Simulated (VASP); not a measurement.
# Si (Fm-3m) in VASP: a series of runs, part 2 of 2

VASP 6.6.1.

## (3) Relaxation of the atoms, PBE+D3(BJ) (a relaxed cell with its volume scaled by 0.96)

Input file INCAR:

```
ALGO = Fast ; EDIFF = 1E-7
EDIFFG = -0.01 ; ENCUT = 600
GGA = PE ; IBRION = 2
ISIF = 2 ; ISMEAR = 1
IVDW = 12 ; LASPH = T
LCHARG = F ; LREAL = F
LWAVE = F ; NELM = 80
NSW = 40 ; PREC = Accurate
SIGMA = 0.1
```

Input file KPOINTS:

```
k-points
0
Gamma
  16 16 16
```

Input file POSCAR:

```
Si                                      
1.0
    0.0000000000      1.8709255487      1.8709255487
    1.8709255487      0.0000000000      1.8709255487
    1.8709255487      1.8709255487      0.0000000000
  Si            
     1
Direct
     0.0000000000000000    0.0000000000000000    0.0000000000000000
```

Potentials or basis: VASP PAW PBE potentials, release 64 (Si).

On the command line:

```console
$ cat potpaw_PBE.64/Si/POTCAR > POTCAR
$ mpirun -np 1 vasp_std > vasp.out
```

OUTCAR:

```text
EDIFF = 1E-7
   EDIFFG = -0.01
   ENCUT = 600
   GGA = PE
   IBRION = 2
   ISIF = 2
   ISMEAR = 1
   IVDW = 12
   LASPH = T
   LREAL = F
   NELM = 80
   NSW = 40
   PREC = Accurate
 IVDW          = 12

 ion  position               nearest neighbor table
   1  0.000  0.000  0.000-

  LATTYP: Found a face centered cubic cell.
 ALAT       =     3.7418510974

  Lattice vectors:

 A1 = (   0.0000000000,   1.8709255487,   1.8709255487)
 A2 = (   1.8709255487,   0.0000000000,   1.8709255487)
 A3 = (   1.8709255487,   1.8709255487,   0.0000000000)

Analysis of symmetry for initial positions (statically):
=====================================================================
 Subroutine PRICEL returns:
 Original cell was already a primitive cell.

 Routine SETGRP: Setting up the symmetry group for a
 face centered cubic supercell.

 Subroutine GETGRP returns: Found 48 space group operations
 (whereof 48 operations were pure point group operations)
 out of a pool of 48 trial point group operations.

The static configuration has the point symmetry O_h .

Analysis of symmetry for dynamics (positions and initial velocities):
=====================================================================
 Subroutine PRICEL returns:
 Original cell was already a primitive cell.

 Routine SETGRP: Setting up the symmetry group for a
 face centered cubic supercell.

 Subroutine GETGRP returns: Found 48 space group operations
 (whereof 48 operations were pure point group operations)
 out of a pool of 48 trial point group operations.

The dynamic configuration has the point symmetry O_h .

 Subroutine INISYM returns: Found 48 space group operations
 (whereof 48 operations are pure point group operations),
 and found     1 'primitive' translations

----------------------------------------------------------------------------------------

                                     Primitive cell

  volume of cell :      13.0978

  direct lattice vectors                    reciprocal lattice vectors
     0.000000000  1.870925549  1.870925549    -0.267247406  0.267247406  0.267247406
     1.870925549  0.000000000  1.870925549     0.267247406 -0.267247406  0.267247406
     1.870925549  1.870925549  0.000000000     0.267247406  0.267247406 -0.267247406

  length of vectors
     2.645888285  2.645888285  2.645888285     0.462886086  0.462886086  0.462886086

  position of ions in fractional coordinates (direct lattice)
     0.000000000  0.000000000  0.000000000

  ion indices of the primitive-cell ions
   primitive index   ion index
                 1           1

----------------------------------------------------------------------------------------

 KPOINTS: k-points

Automatic generation of k-mesh.
 Grid dimensions read from file:
 generate k-points for:   16   16   16

 Generating k-lattice:

  Cartesian coordinates                     Fractional coordinates (reciprocal lattice)
    -0.016702963  0.016702963  0.016702963     0.062500000  0.000000000  0.000000000
     0.016702963 -0.016702963  0.016702963     0.000000000  0.062500000  0.000000000
     0.016702963  0.016702963 -0.016702963     0.000000000  0.000000000  0.062500000

  Length of vectors
     0.028930380  0.028930380  0.028930380

  Shift w.r.t. Gamma in fractional coordinates (k-lattice)
     0.000000000  0.000000000  0.000000000

 Subroutine IBZKPT returns following result:
 ===========================================

 Found    145 irreducible k-points:

 Following reciprocal coordinates:
            Coordinates               Weight
  0.000000  0.000000  0.000000      1.000000
  0.062500  0.000000  0.000000      8.000000
  0.125000  0.000000  0.000000      8.000000
  0.187500  0.000000  0.000000      8.000000
  0.250000  0.000000  0.000000      8.000000
  0.312500  0.000000  0.000000      8.000000
[... 16 lines left out ...]
 -0.125000  0.062500  0.000000     24.000000
 -0.062500  0.062500  0.000000     12.000000
 [... further k-points ...]
   k-points           NKPTS =    145   k-points in BZ     NKDIM =    145   number of bands    NBANDS=      6
   number of dos      NEDOS =    301   number of ions     NIONS =      1
   total plane-waves  NPLWV =  13824
   dimension x,y,z NGX =    24 NGY =   24 NGZ =   24
   dimension x,y,z NGXF=    48 NGYF=   48 NGZF=   48
   ions per type =               1
   NGX,Y,Z   is equivalent  to a cutoff of  15.08, 15.08, 15.08 a.u.
   NGXF,Y,Z  is equivalent  to a cutoff of  30.16, 30.16, 30.16 a.u.
 SYSTEM =  unknown system
   PREC   = accura    normal or accurate (medium, high low for compatibility)
   ISTART =      0    job   : 0-new  1-cont  2-samecut
   ICHARG =      2    charge: 1-file 2-atom 10-const
   ISPIN  =      1    spin polarized calculation?
   LNONCOLLINEAR =      F non collinear calculations
   LSORBIT =      F    spin-orbit coupling
   LASPH  =      T    aspherical Exc in radial PAW
   ENCUT  =  600.0 eV  44.10 Ry    6.64 a.u.   5.28  5.28  5.28*2*pi/ulx,y,z
   NELM   =     80;   NELMIN=  2; NELMDL= -5     # of ELM steps
   EDIFF  = 0.1E-06   stopping-criterion for ELM
   LREAL  =      F    real-space projection
   EDIFFG = -.1E-01   stopping-criterion for IOM
   NSW    =     40    number of steps for IOM
   IBRION =      2    ionic relax: 0-MD 1-quasi-New 2-CG
   NFREE  =      1    steps in history (QN), initial steepest desc. (CG)
   ISIF   =      2    stress and relaxation
   ISYM   =      2    0-nonsym 1-usesym 2-fastsym
   POTIM  = 0.5000    time-step for ionic-motion
   TEBEG  =    0.0;   TEEND  =   0.0 temperature during run
   PSTRESS=    0.0 pullay stress
   NELECT =       4.0000    total number of electrons
   NUPDOWN=      -1.0000    fix difference up-down
   EMIN   =  10.00;   EMAX   =-10.00  energy-range for DOS
   EFERMI =   0.00;   METHOD = LEGACY
   ISMEAR =     1;   SIGMA  =   0.10  broadening in eV -4-tet -1-fermi 0-gaus
   EFERMI_NEDOS =   21; number of points for ismear=-14 and -15
   IALGO  =     68    algorithm
   IMIX   =      4    mixing-type and parameters
     AMIX     =   0.40;   BMIX     =  1.00
     AMIX_MAG =   1.60;   BMIX_MAG =  1.00
  volume/ion in A,a.u.               =      13.10        88.39
  Fermi-wavevector in a.u.,A,eV,Ry     =   1.102457  2.083342 16.536676  1.215411
  Thomas-Fermi vector in A             =   2.238900
   LORBIT       =      0    0 simple, 1 ext, 2 COOP (PROOUT), +10 PAW based schemes
   GGA     = PE    functional components
   LHFCALC =     F    Hartree Fock is set to
   AEXX    =    0.0000 exact exchange contribution
   IVDW    =    12    specifies the selected vdW correction
   LEPSILON=     F    determine dielectric tensor
   LRPA    =     F    only Hartree local field effects (RPA)
 conjugate gradient relaxation of ions
 non-spin polarized calculation
 RMM-DIIS sequential band-by-band and
 Methfessel and Paxton  Order N= 1 SIGMA  =   0.10
  energy-cutoff  :      600.00
  volume of cell :       13.10
 maximum number of plane-waves:       452
 NGX is ok and might be reduce to    24
   NGX = 11   NGY = 11   NGZ = 11

 number of electron       4.0000000 magnetization

 Free energy of the ion-electron system (eV)
  ---------------------------------------------------
  ext. energy  EPLUGINS =         0.00000000
  ---------------------------------------------------
  free energy    TOTEN  =        -4.84432526 eV

  energy without entropy =       -4.84457647  energy(sigma->0) =       -4.84440900

 E-fermi :  11.5351     XC(G=0): -11.6024

 val. band max:       11.5126485689   @ k =   0.5000   0.3750   0.0000
 cond. band min:      11.5502265677   @ k =  -0.2500   0.1250   0.0000
 fundamental gap:      0.0375779988
 Fermi energy:        11.5350862943

 k-point     1 :       0.0000    0.0000    0.0000
  band No.  band energies     occupation
      1      -3.8696      2.00000
      2      23.8632      0.00000
      3      23.8632      0.00000
      4      23.8632      0.00000
      5      23.9440      0.00000
      6      23.9440      0.00000

 k-point     2 :       0.0625    0.0000    0.0000
  band No.  band energies     occupation
      1      -3.7479      2.00000
      2      21.3600      0.00000
      3      22.9177      0.00000
      4      22.9177      0.00000
      5      25.0487      0.00000
      6      25.0500      0.00000
[... 190 lines left out ...]
 k-point    24 :      -0.0625    0.0625    0.0000
  band No.  band energies     occupation
      1      -3.5452      2.00000
      2      20.2601      0.00000
      3      20.7158      0.00000
      4      24.0516      0.00000
      5      24.1779      0.00000
      6      25.8667      0.00000

 [... further k-points ...]

------------------------ aborting loop because EDIFF is reached ----------------------------------------

 Edisp (eV)   -0.47509

 E8    (eV) :    -0.1944

  FORCE on cell =-STRESS in cart. coord.  units (eV):
  Direction    XX          YY          ZZ          XY          YZ          ZX
  --------------------------------------------------------------------------------------
  -------------------------------------------------------------------------------------
  Total       0.36578     0.36578     0.36578     0.00000     0.00000    -0.00000
  in kB      44.74354    44.74354    44.74354     0.00000     0.00000    -0.00000
  external pressure =       44.74 kB  Pullay stress =        0.00 kB

 VOLUME and BASIS-vectors are now :
 -----------------------------------------------------------------------------
  energy-cutoff  :      600.00
  volume of cell :       13.10
      direct lattice vectors                 reciprocal lattice vectors
     0.000000000  1.870925549  1.870925549    -0.267247406  0.267247406  0.267247406
     1.870925549  0.000000000  1.870925549     0.267247406 -0.267247406  0.267247406
     1.870925549  1.870925549  0.000000000     0.267247406  0.267247406 -0.267247406

 POSITION                                       TOTAL-FORCE (eV/Angst)
 -----------------------------------------------------------------------------------
      0.00000      0.00000      0.00000         0.000000      0.000000     -0.000000
 -----------------------------------------------------------------------------------
    total drift:                                0.000000     -0.000000     -0.000000

  FREE ENERGIE OF THE ION-ELECTRON SYSTEM (eV)
  ---------------------------------------------------
  free  energy   TOTEN  =        -5.3194150324 eV

  energy  without entropy=       -5.3196662394  energy(sigma->0) =       -5.31949877

 reached required accuracy - stopping structural energy minimisation
```

CONTCAR:

```text
Si
   1.00000000000000
     0.0000000000000000    1.8709255487000001    1.8709255487000001
     1.8709255487000001    0.0000000000000000    1.8709255487000001
     1.8709255487000001    1.8709255487000001    0.0000000000000000
  Si
     1
Direct
     0.0000000000000000    0.0000000000000000    0.0000000000000000

  0.00000000E+00  0.00000000E+00  0.00000000E+00
```

Wall time 5.4 s (1 thread of Intel Xeon 6975P-C (Granite Rapids), shared host); peak memory 0.14 GiB.

What came out:

| Item | Value |
| --- | --- |
| Free energy | -5.3194 eV |
| Pressure after relaxing | 4.5 GPa |
| Band gap on the k mesh | none (metal or under the smearing width) |
| Dispersion energy per atom | -0.475 eV |

Final structure:
```yaml
crystal:
  lattice:
    - [0.00000, 1.87093, 1.87093]
    - [1.87093, 0.00000, 1.87093]
    - [1.87093, 1.87093, 0.00000]
  atoms:
    - { symbol: Si, position: [0.00000, 0.00000, 0.00000] }
```

Levels at points of the mesh, in eV from the Fermi level:
```tsv
k point	band 1	band 2	band 3	band 4	band 5	band 6
(0.00, 0.00, 0.00)	-15.40	12.33	12.33	12.33	12.41	12.41
(0.50, 0.00, 0.00)	-7.90	-7.61	9.52	9.52	11.16	11.16
(0.50, 0.50, 0.00)	-5.85	-4.58	3.51	3.51	4.22	7.48
```

Caveat: the relaxation stopped at its first step, so nothing moved; pairwise dispersion overbinds metals, which lowers pressure and volume.

## (4) Relaxation of the atoms, PBE+D3(BJ) (a relaxed cell with its volume scaled by 0.98)

INCAR is that of step 3.

KPOINTS is that of step 3.

Input file POSCAR:

```
Si                                      
1.0
    0.0000000000      1.8838288913      1.8838288913
    1.8838288913      0.0000000000      1.8838288913
    1.8838288913      1.8838288913      0.0000000000
  Si            
     1
Direct
     0.0000000000000000    0.0000000000000000    0.0000000000000000
```

On the command line:

```console
$ cat potpaw_PBE.64/Si/POTCAR > POTCAR
$ mpirun -np 1 vasp_std > vasp.out
```

Run time: 6.4 s. Hardware: 1 thread of Intel Xeon 6975P-C (Granite Rapids), shared host; peak memory 0.14 GiB.

Results (log left out):

- Free energy: -5.3251 eV
- Pressure after relaxing: 2.2 GPa
- Band gap on the k mesh: none (metal or under the smearing width)
- Dispersion energy per atom: -0.465 eV

Final structure:
```yaml
crystal:
  lattice:
    - [0.00000, 1.88383, 1.88383]
    - [1.88383, 0.00000, 1.88383]
    - [1.88383, 1.88383, 0.00000]
  atoms:
    - { symbol: Si, position: [0.00000, 0.00000, 0.00000] }
```

Levels at points of the mesh, in eV from the Fermi level:
| k point | band 1 | band 2 | band 3 | band 4 | band 5 | band 6 |
| --- | --- | --- | --- | --- | --- | --- |
| (0.00, 0.00, 0.00) | -15.20 | 12.14 | 12.14 | 12.14 | 12.24 | 12.24 |
| (0.50, 0.00, 0.00) | -7.84 | -7.47 | 9.31 | 9.31 | 11.09 | 11.09 |
| (0.50, 0.50, 0.00) | -5.75 | -4.56 | 3.44 | 3.44 | 4.26 | 7.33 |

Caveat: the relaxation stopped at its first step, so nothing moved; pairwise dispersion overbinds metals, which lowers pressure and volume.

## (5) Summary

| cell | gap on the mesh (eV) | pressure (GPa) |
| --- | --- | --- |
| atoms relaxed from: a relaxed cell with its volume scaled by 0.94 | none | 6.9 |
| atoms relaxed from: a relaxed cell with its volume scaled by 0.96 | none | 4.5 |
| atoms relaxed from: a relaxed cell with its volume scaled by 0.98 | none | 2.2 |

Alike in all rows: task relaxation of the atoms; level PBE+D3(BJ); potentials or basis VASP PAW PBE potentials, release 64 (Si); no spin polarisation; k mesh 16 × 16 × 16; cutoff (eV) 600; smearing methfessel-paxton 0.1 eV.

Caveats: the relaxation stopped at its first step, so nothing moved; pairwise dispersion overbinds metals, which lowers pressure and volume.

Absolute energies hang on the potentials; compare differences alone.
